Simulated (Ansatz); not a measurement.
# Nb (Fm-3m) in Ansatz: a series of runs

One crystal, Nb, is run at these levels: LDA, PBE, PBEsol; tasks: phonons, elastic constants.

Program: Ansatz 0.2.0. These are calculated values, not measurements. Logs are shortened: lines on timing, memory, paths and dates and some standing lists are left out, and cuts for length are marked.

**1. The crystal as given**

The structure is cubic, space group Fm-3m (No. 225). The conventional cell has a = 4.230 Å, b = 4.230 Å, c = 4.230 Å, α = 90.00°, β = 90.00°, γ = 90.00°. Around Nb (site symmetry m-3m) lie 12 Nb at 2.99 Å.

This isn't the form of Nb at room conditions, which is bcc.

**2. Phonons, LDA**

The input, input.yaml:

```yaml
crystal:
  lattice:
    - [0.0, 2.115, 2.115]
    - [2.115, 0.0, 2.115]
    - [2.115, 2.115, 0.0]
  atoms:
    - { symbol: Nb, position: [0.0, 0.0, 0.0] }
hamiltonian:
  xc: lda
  pseudopotentials: { kind: paw }
kpoints:
  mp_grid: { grid: [8, 8, 8] }
scf:
  occupations: { method: fermi_dirac, width: 0.05 }
phonons:
  method: dfpt
```

Potentials or basis: Ansatz PAW.

Run with:

```
$ ansatz run input.yaml --threads 2 --pin off --max-ram 5632MiB --backend cpu --events-out ev --progress --plain --runs-dir out
```

Standard output:

```text
Warning: RAYON_NUM_THREADS=2 ignored (pool sized by the plan → 2); use --threads N
Engine: ansatz 0.2.0, aarch64-unknown-linux-gnu
Pseudopotentials: kind: paw
Pseudopotential: Nb, paw, valence charge 13, recommended cutoff 420 eV (normal), Nb.paw.azcp
Functional definition: SPW92
  exchange = slater_x
  correlation = pw_c
Crystal: 1 atoms, lattice volume = 18.922 Å³
Basis set: ecut = 420 eV, 339 PW (Γ), exchange–correlation on 40×40×40 points (8 copies of the dense FFT grid, shifted against one another)
Bands: 11, of which v1, the nominal top of the filled ones, is band 7 counted from 1 (6 counted from 0)
Symmetry: 48 space group operations
k-points: 59 of 512 (irreducible under 8 space group operations, time reversal used)
Non-local potential: Nb, projectors of the file, l = 0: 3, l = 1: 2, l = 2: 2, l = 3: 1
PAW form: soft (Blöchl's): semilocal exchange-correlation on the pseudo side does not see the compensation charge
PAW frozen core: Nb, regenerated for the run's functional, and the local potential with it (the file was generated under x = pbe(κ = 0.804, μ = 0.2195149727645171), c = pbe(β = 0.06672455060314922))
PAW one-centre angular grid: Nb, 590 points (default); XC on 64 Gauss nodes
Initial density: superposition of atomic densities (neutral atoms: chi_scale 0, normalization atom), corrected by the library's trained network
Initial wavefunctions: pseudopotential atomic-orbital guess
Functional: x = slater, c = lda
SCF iter   1: F=—  HF=-4442.187322 eV  |F-HF|=—  |Δ(HF+E_count)|=         —  Δρ=6.13e-3  dr2=2.01e-3  ethr=1.77e-3  ⟨swp⟩=5.1  Hψ=3826  notcnv=0
preconditioner: auto → none  [metal: Δε(μ)=0.031 eV  Ē_g=7.043 eV  σ=0.050 eV  W_gap=0.15  n_scr=0 (ndim 8)  ℏωp=19.1 eV  f_vac=0.000  D(μ)=1.53/eV (n_scr^D=14)]
SCF iter   2: F=—  HF=-4442.186963 eV  |F-HF|=—  |Δ(HF+E_count)|=   3.59e-4  Δρ=2.95e-3  dr2=3.56e-4  ethr=1.54e-5  ⟨swp⟩=1.9  Hψ=1310  notcnv=0
SCF iter   3: F=—  HF=-4442.186967 eV  |F-HF|=—  |Δ(HF+E_count)|=   4.00e-6  Δρ=4.25e-4  dr2=1.23e-5  ethr=2.74e-6  ⟨swp⟩=1.0  Hψ=643  notcnv=0
SCF iter   4: F=—  HF=-4442.186968 eV  |F-HF|=—  |Δ(HF+E_count)|=   1.17e-6  Δρ=6.52e-5  dr2=3.18e-7  ethr=9.49e-8  ⟨swp⟩=2.4  Hψ=1003  notcnv=0
SCF iter   5: F=—  HF=-4442.186968 eV  |F-HF|=—  |Δ(HF+E_count)|=   2.32e-7  Δρ=2.36e-5  dr2=3.73e-8  ethr=2.44e-9  ⟨swp⟩=2.0  Hψ=923  notcnv=0
SCF iter   6: F=—  HF=-4442.186968 eV  |F-HF|=—  |Δ(HF+E_count)|=   1.69e-8  Δρ=5.19e-6  dr2=1.69e-9  ethr=2.87e-10  ⟨swp⟩=2.2  Hψ=1021  notcnv=0
SCF iter   7: F=—  HF=-4442.186968 eV  |F-HF|=—  |Δ(HF+E_count)|=  7.83e-10  Δρ=5.36e-7  dr2=1.97e-11  ethr=1.30e-11  ⟨swp⟩=2.1  Hψ=894  notcnv=0
SCF iter   8: F=-4442.186968 eV  HF=-4442.186968 eV  |F-HF|=0.00e0  |Δ(HF+E_count)|=  8.19e-12  Δρ=2.47e-8  dr2=4.60e-14  ethr=1.00e-12  ⟨swp⟩=5.3  Hψ=2287  notcnv=0
SCF 1 converged in 8 iterations: F = -4442.186968 eV  dr2 = 4.60e-14
DFPT response loops at Γ: preconditioner auto → Kerker (q_TF=auto, 2.563 Å⁻¹) (partly filled bands, converged f_vac=0.000); β = 1.00, the filter's whole step (`scf.mixing.beta` (0.50) is not read by the response loops under this deck's `scf.mixing.preconditioner`; to damp them name `kerker` or `kerker_dos`, under which they read `scf.mixing.beta`, and type it under 1.00, their step now; both keys bind the ground state too); Broyden in place of MSR1
SCF converged after 8 iterations
Free energy (F): -4442.186968 eV
Harris-Foulkes:  -4442.186968 eV  (|F-HF|=0.00e0)
Internal energy: -4442.174303 eV  (E = F + TS)
E sigma→0 (E₀):  -4442.180636 eV
Entropy (-TS):   -0.012665 eV (-12.665 meV/atom)
Fermi energy:    16.870562 eV
--- Per-component energies (eV) ---
  E_band       = -83.026104
  E_kinetic    = 393.800062
  E_local      = -727.659045  (includes V_loc(G=0)·N_el)
  E_nonlocal   = 124.297715
  E_hartree    = 224.586292
  E_xc         = -173.744773
  E_vxc        = -211.729331  (∫ρ·V_xc dr)
  E_paw        = -2965.033252  (= ΣΔE_a)
  E_vpaw       = -110.908091  (= ΣTr[D̂ρ^β])
  E_aug_tail   = 0.000007  (compensation charges beyond the density's cutoff)
  E_ewald      = -1318.847003
  E_core_change = 0.425694  (= ΣΔE_core)
  E_smearing   = -0.012665  (= −TS)
  E_closure    = 0.000000  (closes the sum)
  Σ components = -4442.186968   (vs F -4442.186968, Δ=0.00e0)
--- Band table (eV; the first three rows and the last of 59) ---
  k-point 0: bands = ["-37.7573", "-13.2207", "-13.2207", "-13.2207", "10.6817", "16.9601", "16.9601", "16.9601", "19.5051", "19.5051", "28.6763"]
  k-point 1: bands = ["-37.7299", "-13.4026", "-13.2434", "-13.2434", "11.2379", "16.5744", "17.1934", "17.1934", "19.3247", "19.3247", "29.7153"]
  k-point 2: bands = ["-37.6630", "-13.8262", "-13.2977", "-13.2977", "12.4698", "16.1880", "17.3195", "17.3195", "19.5835", "19.5835", "29.1188"]
  k-point 58: bands = ["-37.5042", "-13.9857", "-13.9857", "-13.6581", "14.2471", "15.7731", "15.7731", "18.7007", "22.0605", "26.8397", "26.8397"]
--- Phonons (Γ-DFPT): 1 representative perturbation + reference, on 59 of 512 k-points (Σ response iterations 3) ---
  k mesh reduced under 8 symmetry operations, with k and −k counted as one. Each operation leaves every solved perturbation unchanged. A smaller set is not used because it would not reduce the number of displacements times k-points to solve
  ASR residual: 3.108e-4 → 0.000e0 eV/Å²; symmetrization residual: 8.595e-20 eV/Å²
  ASR residual per site (eV/Å²): 3.11e-4
  Γ frequencies (cm⁻¹): 0.00 0.00 0.00
  non-analytic LO–TO correction: not included (Born effective charges unavailable; polar crystals: no LO–TO splitting at Γ)
```

Wall time 1.6 s (2 threads of Arm Neoverse V1, shared host); peak memory 0.31 GiB.

What came out:

* Free energy: -4442.1870 eV
* Band gap on the k mesh: none (metal or under the smearing width)

Caveat: the PAW data sets come from PBE, with cores solved anew for the run's functional, which leaves a small shift of forces and pressure.

**3. Elastic constants, LDA**

input.yaml: that of step 2 with these lines changed.

```diff
@@ -14,3 +14,7 @@
   occupations: { method: fermi_dirac, width: 0.05 }
-phonons:
-  method: dfpt
+output:
+  forces: true
+  stress: true
+elastic:
+  mode: clamped_ion
+  stencil: two_point
```

Potentials or basis: Ansatz PAW.

Run with:

```
$ ansatz run input.yaml --threads 2 --pin off --max-ram 5632MiB --backend cpu --events-out ev --progress --plain --runs-dir out
```

Wall time 2.9 s (2 threads of Arm Neoverse V1, shared host); peak memory 0.28 GiB.

Results (log left out):

| Item | Value |
| --- | --- |
| Free energy | -4442.1870 eV |
| Pressure | -10.9 GPa |
| Band gap on the k mesh | none (metal or under the smearing width) |
| Elastic constants C11, C12, C44 | -31, 226, -64 GPa |
| Voigt bulk modulus | 141 GPa |

Levels at points of the mesh, in eV from the Fermi level:
```
             k point  band 3  band 4  band 5  band 6  band 7  band 8  band 9  band 10
  (0.00, 0.00, 0.00)  -30.09  -30.09   -6.19    0.09    0.09    0.09    2.63     2.63
 (0.00, 0.00, -0.50)  -30.24  -30.24   -3.81   -0.11   -0.11    1.39    4.61     4.61
(0.00, -0.50, -0.50)  -30.51  -30.51   -4.03   -3.28    3.57    4.57    5.18     5.18
```

Elastic tensor in Voigt notation (GPa, in the Cartesian axes of the cell as first typed):
```
-31 226 226   0   0   0
226 -31 226   0   0   0
226 226 -31   0   0   0
  0   0   0 -64   0   0
  0   0   0   0 -64   0
  0   0   0   0   0 -64
```

Caveat: the cell is more than 3 GPa from zero pressure, which shifts response properties; the elastic tensor has a negative eigenvalue, so either the cell is unstable as it stands or the mesh is too thin; the PAW data sets come from PBE, with cores solved anew for the run's functional, which leaves a small shift of forces and pressure.

**4. Phonons, PBE**

The input, input.yaml:

```yaml
crystal:
  lattice:
    - [0.0, 2.115, 2.115]
    - [2.115, 0.0, 2.115]
    - [2.115, 2.115, 0.0]
  atoms:
    - { symbol: Nb, position: [0.0, 0.0, 0.0] }
hamiltonian:
  xc: pbe
  pseudopotentials: { kind: paw }
kpoints:
  mp_grid: { grid: [8, 8, 8] }
scf:
  occupations: { method: fermi_dirac, width: 0.05 }
phonons:
  method: dfpt
```

Potentials or basis: Ansatz PAW.

Run with:

```
$ ansatz run input.yaml --threads 2 --pin off --max-ram 5632MiB --backend cpu --events-out ev --progress --plain --runs-dir out
```

Standard output:

```text
Warning: RAYON_NUM_THREADS=2 ignored (pool sized by the plan → 2); use --threads N
[... 3 set-up lines as earlier in the session ...]
Functional definition: PBE
  parameter kappa = 0.804
  parameter beta = 0.06672455060314922
  exchange = pbe_x(kappa = kappa, mu = beta*pi^2/3)
  correlation = pbe_c(beta = beta)
Crystal: 1 atoms, lattice volume = 18.922 Å³
Basis set: ecut = 420 eV, 339 PW (Γ), exchange–correlation on 40×40×40 points (8 copies of the dense FFT grid, shifted against one another)
Bands: 11, of which v1, the nominal top of the filled ones, is band 7 counted from 1 (6 counted from 0)
[... 1 set-up line as earlier in the session ...]
k-points: 59 of 512 (irreducible under 8 space group operations, time reversal used)
[... 1 set-up line as earlier in the session ...]
[... 24 lines left out ...]
  E_band       = -80.193803
  E_kinetic    = 393.698005
  E_local      = -722.359296  (includes V_loc(G=0)·N_el)
  E_nonlocal   = 119.625722
  E_hartree    = 224.358545
  E_xc         = -175.139466
  E_vxc        = -212.396116  (∫ρ·V_xc dr)
  E_paw        = -3073.279663  (= ΣΔE_a)
  E_vpaw       = -107.479200  (= ΣTr[D̂ρ^β])
  E_aug_tail   = 0.000008  (compensation charges beyond the density's cutoff)
  E_ewald      = -1318.847003
  E_smearing   = -0.012088  (= −TS)
  E_closure    = 0.000000  (closes the sum)
  Σ components = -4551.955235   (vs F -4551.955235, Δ=0.00e0)
--- Band table (eV; the first three rows and the last of 59) ---
  k-point 0: bands = ["-37.6146", "-13.0340", "-13.0340", "-13.0340", "10.9663", "17.2531", "17.2531", "17.2531", "19.8195", "19.8195", "28.8889"]
  k-point 1: bands = ["-37.5875", "-13.2138", "-13.0565", "-13.0565", "11.5206", "16.8623", "17.4859", "17.4859", "19.6380", "19.6380", "29.9288"]
  k-point 2: bands = ["-37.5214", "-13.6328", "-13.1101", "-13.1101", "12.7518", "16.4603", "17.6182", "17.6182", "19.8851", "19.8851", "29.3531"]
  k-point 58: bands = ["-37.3644", "-13.7906", "-13.7906", "-13.4663", "14.5256", "16.0417", "16.0417", "19.0162", "22.3197", "27.1119", "27.1119"]
--- Phonons (Γ-DFPT): 1 representative perturbation + reference, on 59 of 512 k-points (Σ response iterations 3) ---
  k mesh reduced under 8 symmetry operations, with k and −k counted as one. Each operation leaves every solved perturbation unchanged. A smaller set is not used because it would not reduce the number of displacements times k-points to solve
  ASR residual: 3.140e-5 → 0.000e0 eV/Å²; symmetrization residual: 3.408e-20 eV/Å²
  ASR residual per site (eV/Å²): 3.14e-5
  Γ frequencies (cm⁻¹): 0.00 0.00 0.00
  non-analytic LO–TO correction: not included (Born effective charges unavailable; polar crystals: no LO–TO splitting at Γ)
```

second_order_force_constants.tsv:

```text
# format = ansatz-second-order-force-constants/2
# a1_ang = 0e0 2.115e0 2.115e0
# a2_ang = 2.115e0 0e0 2.115e0
# a3_ang = 2.115e0 2.115e0 0e0
# n_basis = 1
# site_fields = element frac_a1 frac_a2 frac_a3 mass_amu
# site 0 = Nb 0e0 0e0 0e0 9.290637e1
# supercell = 1 1 1
# site_rule = site = cell*n_basis + kappa, cell = (t1*n2 + t2)*n3 + t3, with n1 n2 n3 from the supercell key
# method = dfpt
# k_mesh = 8 8 8
# k_mesh_shift = 0 0 0
# occupation_method = fermi_dirac
# smearing_width_ev = 5e-2
# n_rotations = 48
# rotation 0 = -1 -1 -1 0 0 1 0 1 0
# rotation 1 = -1 -1 -1 0 0 1 1 0 0
# rotation 2 = -1 -1 -1 0 1 0 0 0 1
# rotation 3 = -1 -1 -1 0 1 0 1 0 0
# rotation 4 = -1 -1 -1 1 0 0 0 0 1
# rotation 5 = -1 -1 -1 1 0 0 0 1 0
[... 40 lines left out ...]
# rotation 46 = 1 1 1 0 0 -1 -1 0 0
# rotation 47 = 1 1 1 0 0 -1 0 -1 0
# asr_row_sum_pre_ev_ang2 0 = 3.1396644012138264e-5 1.88079096131566e-37 -1.88079096131566e-37 1.88079096131566e-37 3.1396644012138264e-5 -2.1942274229423874e-37 -1.88079096131566e-37 -2.1942274229423874e-37 3.1396644012138264e-5
# asr_residual_pre_ev_ang2 = 3.1396644012138264e-5
# asr_residual_post_ev_ang2 = 0e0
# symmetrization_residual_ev_ang2 = 3.407547575201901e-20
# units = eV/Å^2
# kappa	j	t1	t2	t3	kappa_j	phi_xx	phi_xy	phi_xz	phi_yx	phi_yy	phi_yz	phi_zx	phi_zy	phi_zz
0	0	0	0	0	0	0e0	0e0	0e0	0e0	0e0	0e0	0e0	0e0	0e0
```

It took 1.7 s on 2 threads of Arm Neoverse V1, shared host; peak memory 0.31 GiB.

Results:

```yaml
Free_energy: -4551.9552 eV
Band_gap_on_the_k_mesh: none (metal or under the smearing width)
```

**5. Elastic constants, PBE**

input.yaml: that of step 4 with these lines changed.

```diff
@@ -14,3 +14,7 @@
   occupations: { method: fermi_dirac, width: 0.05 }
-phonons:
-  method: dfpt
+output:
+  forces: true
+  stress: true
+elastic:
+  mode: relaxed_ion
+  stencil: two_point
```

Run with:

```
$ ansatz run input.yaml --threads 2 --pin off --max-ram 5632MiB --backend cpu --events-out ev --progress --plain --runs-dir out
```

Wall time 3 s (2 threads of Arm Neoverse V1, shared host); peak memory 0.29 GiB.

The run converged. Its results:

```
Free energy                     : -4551.9552 eV
Pressure                        : -1.8 GPa
Band gap on the k mesh          : none (metal or under the smearing width)
Elastic constants C11, C12, C44 : -8, 239, -50 GPa
Voigt bulk modulus              : 157 GPa
```

Levels at points of the mesh, in eV from the Fermi level:
| k point | band 4 | band 5 | band 6 | band 7 | band 8 | band 9 |
| --- | --- | --- | --- | --- | --- | --- |
| (0.00, 0.00, 0.00) | -30.19 | -6.19 | 0.10 | 0.10 | 0.10 | 2.66 |
| (0.00, 0.00, -0.50) | -30.34 | -3.81 | -0.09 | -0.09 | 1.33 | 4.60 |
| (0.00, -0.50, -0.50) | -30.60 | -4.02 | -3.29 | 3.53 | 4.58 | 5.16 |

Elastic tensor in Voigt notation (GPa, in the Cartesian axes of the cell as first typed):
```
 -8 239 239   0   0   0
239  -8 239   0   0   0
239 239  -8   0   0   0
  0   0   0 -50   0   0
  0   0   0   0 -50   0
  0   0   0   0   0 -50
```

Caveat: the elastic tensor has a negative eigenvalue, so either the cell is unstable as it stands or the mesh is too thin.

**6. Phonons, PBEsol**

The input, input.yaml:

```yaml
crystal:
  lattice:
    - [0.0, 2.115, 2.115]
    - [2.115, 0.0, 2.115]
    - [2.115, 2.115, 0.0]
  atoms:
    - { symbol: Nb, position: [0.0, 0.0, 0.0] }
hamiltonian:
  xc: pbesol
  pseudopotentials: { kind: paw }
kpoints:
  mp_grid: { grid: [8, 8, 8] }
scf:
  occupations: { method: fermi_dirac, width: 0.05 }
phonons:
  method: dfpt
```

Potentials or basis: Ansatz PAW.

Run with:

```
$ ansatz run input.yaml --threads 2 --pin off --max-ram 5632MiB --backend cpu --events-out ev --progress --plain --runs-dir out
```

Standard output:

```text
Warning: RAYON_NUM_THREADS=2 ignored (pool sized by the plan → 2); use --threads N
[... 3 set-up lines as earlier in the session ...]
Functional definition: PBEsol
  exchange = pbesol_x
  correlation = pbesol_c
Crystal: 1 atoms, lattice volume = 18.922 Å³
Basis set: ecut = 420 eV, 339 PW (Γ), exchange–correlation on 40×40×40 points (8 copies of the dense FFT grid, shifted against one another)
Bands: 11, of which v1, the nominal top of the filled ones, is band 7 counted from 1 (6 counted from 0)
[... 1 set-up line as earlier in the session ...]
k-points: 59 of 512 (irreducible under 8 space group operations, time reversal used)
[... 6 set-up lines as earlier in the session ...]
Functional: x = pbesol(κ = 0.804, μ = 0.12345679012345678), c = pbesol(β = 0.046)
SCF iter   1: F=—  HF=-4495.083390 eV  |F-HF|=—  |Δ(HF+E_count)|=         —  Δρ=3.35e-3  dr2=8.58e-4  ethr=1.77e-3  ⟨swp⟩=5.1  Hψ=3804  notcnv=0
preconditioner: auto → none  [metal: Δε(μ)=0.052 eV  Ē_g=7.072 eV  σ=0.050 eV  W_gap=0.25  n_scr=0 (ndim 8)  ℏωp=19.1 eV  f_vac=0.000  D(μ)=1.44/eV (n_scr^D=14)]
SCF iter   2: F=—  HF=-4495.083239 eV  |F-HF|=—  |Δ(HF+E_count)|=   1.52e-4  Δρ=1.61e-3  dr2=1.18e-4  ethr=6.60e-6  ⟨swp⟩=2.6  Hψ=1431  notcnv=0
SCF iter   3: F=—  HF=-4495.083273 eV  |F-HF|=—  |Δ(HF+E_count)|=   3.39e-5  Δρ=4.55e-4  dr2=1.05e-5  ethr=9.07e-7  ⟨swp⟩=1.0  Hψ=643  notcnv=0
SCF iter   4: F=—  HF=-4495.083277 eV  |F-HF|=—  |Δ(HF+E_count)|=   4.54e-6  Δρ=3.66e-5  dr2=8.70e-8  ethr=8.09e-8  ⟨swp⟩=2.0  Hψ=1000  notcnv=0
SCF iter   5: F=—  HF=-4495.083278 eV  |F-HF|=—  |Δ(HF+E_count)|=   1.02e-6  Δρ=1.09e-5  dr2=6.89e-9  ethr=6.69e-10  ⟨swp⟩=3.0  Hψ=1022  notcnv=0
SCF iter   6: F=—  HF=-4495.083278 eV  |F-HF|=—  |Δ(HF+E_count)|=   3.05e-9  Δρ=1.68e-6  dr2=1.58e-10  ethr=5.30e-11  ⟨swp⟩=2.0  Hψ=873  notcnv=0
SCF iter   7: F=-4495.083278 eV  HF=-4495.083278 eV  |F-HF|=9.09e-13  |Δ(HF+E_count)|=  7.19e-11  Δρ=9.36e-8  dr2=5.17e-13  ethr=1.00e-12  ⟨swp⟩=5.3  Hψ=2421  notcnv=0
SCF 1 converged in 7 iterations: F = -4495.083278 eV  dr2 = 5.17e-13
DFPT response loops at Γ: preconditioner auto → Kerker (q_TF=auto, 2.563 Å⁻¹) (partly filled bands, converged f_vac=0.000); β = 1.00, the filter's whole step (`scf.mixing.beta` (0.50) is not read by the response loops under this deck's `scf.mixing.preconditioner`; to damp them name `kerker` or `kerker_dos`, under which they read `scf.mixing.beta`, and type it under 1.00, their step now; both keys bind the ground state too); Broyden in place of MSR1
SCF converged after 7 iterations
Free energy (F): -4495.083278 eV
Harris-Foulkes:  -4495.083278 eV  (|F-HF|=9.09e-13)
Internal energy: -4495.071017 eV  (E = F + TS)
E sigma→0 (E₀):  -4495.077147 eV
Entropy (-TS):   -0.012262 eV (-12.262 meV/atom)
Fermi energy:    17.016065 eV
--- Per-component energies (eV) ---
  E_band       = -81.389098
  E_kinetic    = 393.367091
  E_local      = -723.614731  (includes V_loc(G=0)·N_el)
  E_nonlocal   = 121.370988
  E_hartree    = 223.881685
  E_xc         = -173.781697
  E_vxc        = -211.567215  (∫ρ·V_xc dr)
  E_paw        = -3017.636065  (= ΣΔE_a)
  E_vpaw       = -108.708604  (= ΣTr[D̂ρ^β])
  E_aug_tail   = 0.000007  (compensation charges beyond the density's cutoff)
  E_ewald      = -1318.847003
  E_core_change = 0.188709  (= ΣΔE_core)
  E_smearing   = -0.012262  (= −TS)
  E_closure    = 0.000000  (closes the sum)
  Σ components = -4495.083278   (vs F -4495.083278, Δ=0.00e0)
--- Band table (eV; the first three rows and the last of 59) ---
  k-point 0: bands = ["-37.6563", "-13.0950", "-13.0950", "-13.0950", "10.8016", "17.1171", "17.1171", "17.1171", "19.6806", "19.6806", "28.7606"]
  k-point 1: bands = ["-37.6289", "-13.2765", "-13.1176", "-13.1176", "11.3572", "16.7260", "17.3505", "17.3505", "19.4982", "19.4982", "29.8023"]
  k-point 2: bands = ["-37.5623", "-13.6994", "-13.1718", "-13.1718", "12.5921", "16.3237", "17.4792", "17.4792", "19.7511", "19.7511", "29.2085"]
  k-point 58: bands = ["-37.4039", "-13.8585", "-13.8585", "-13.5314", "14.3774", "15.9078", "15.9078", "18.8664", "22.2176", "26.9689", "26.9689"]
--- Phonons (Γ-DFPT): 1 representative perturbation + reference, on 59 of 512 k-points (Σ response iterations 3) ---
  k mesh reduced under 8 symmetry operations, with k and −k counted as one. Each operation leaves every solved perturbation unchanged. A smaller set is not used because it would not reduce the number of displacements times k-points to solve
  ASR residual: 1.661e-4 → 0.000e0 eV/Å²; symmetrization residual: 6.059e-20 eV/Å²
  ASR residual per site (eV/Å²): 1.66e-4
  Γ frequencies (cm⁻¹): 0.00 0.00 0.00
  non-analytic LO–TO correction: not included (Born effective charges unavailable; polar crystals: no LO–TO splitting at Γ)
```

It took 1.6 s on 2 threads of Arm Neoverse V1, shared host; peak memory 0.31 GiB.

What came out:

```yaml
Free_energy: -4495.0833 eV
Band_gap_on_the_k_mesh: none (metal or under the smearing width)
```

Caveat: the PAW data sets come from PBE, with cores solved anew for the run's functional, which leaves a small shift of forces and pressure.

**7. The runs side by side**

| task | level | atoms under strain | gap on the mesh (eV) | pressure (GPa) |
| --- | --- | --- | --- | --- |
| phonons | LDA | - | none | - |
| elastic constants | LDA | clamped | none | -10.9 |
| phonons | PBE | - | none | - |
| elastic constants | PBE | relaxed | none | -1.8 |
| phonons | PBEsol | - | none | - |

Alike in all rows: potentials or basis Ansatz PAW; no spin polarisation; cell as given; k mesh 8 × 8 × 8; cutoff (eV) 420; smearing fermi-dirac 0.05 eV.

Every run on the cell as given and a fine mesh finds a metal.

Caveats: the PAW data sets come from PBE, with cores solved anew for the run's functional, which leaves a small shift of forces and pressure (some runs); the elastic tensor has a negative eigenvalue, so either the cell is unstable as it stands or the mesh is too thin (some runs); the cell is more than 3 GPa from zero pressure, which shifts response properties (some runs).

Total energies depend on the potentials used, so only differences within one code and one set of settings carry meaning.
